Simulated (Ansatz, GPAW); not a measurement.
One calculation of CuI, 3 ways

```
I Cu
1.0
     0.00000    3.03150    3.03150
     3.03150    0.00000    3.03150
     3.03150    3.03150    0.00000
I Cu
1 1
Direct
  0.00000 0.00000 0.00000
  0.75000 0.75000 0.75000
```

Alike in all runs: task single point; functional PBEsol; k mesh 8 × 8 × 8; occupations gaussian, width 0.02 eV; no spin polarisation; no spin-orbit coupling. Pressure is positive in compression and, in plane waves, holds the error of the finite cutoff, which Ansatz's Pulay term estimates and takes out.

```csv
program and potentials,plane-wave cutoff (eV),notes,band gap (eV),pressure (GPa)
"Ansatz, Ansatz PAW",420,"potentials made for PBE, which Ansatz adapts in part; 18 valence electrons an atom on average; Pulay term of +0.05 GPa included",1.01,-2.60
"GPAW, PAW data sets generated for this functional",600,9 valence electrons an atom on average,1.03,-1.93
"Ansatz, all-electron LAPW, scalar-relativistic",-,-,1.01,-2.58
```

The band gap spans 1.01 (Ansatz, Ansatz PAW) to 1.03 eV (GPAW, PAW data sets generated for this functional), with all-electron results at 1.01. The pressure spans -2.60 (Ansatz, Ansatz PAW) to -1.93 GPa (GPAW, PAW data sets generated for this functional), with all-electron results at -2.58. Spin-orbit coupling, left out here, moves the band edges of heavy atoms.

Differences between rows come from potentials, basis sets and numerical settings, since the functional is the same but for its coding. Runs on potential files found faulty are left out.
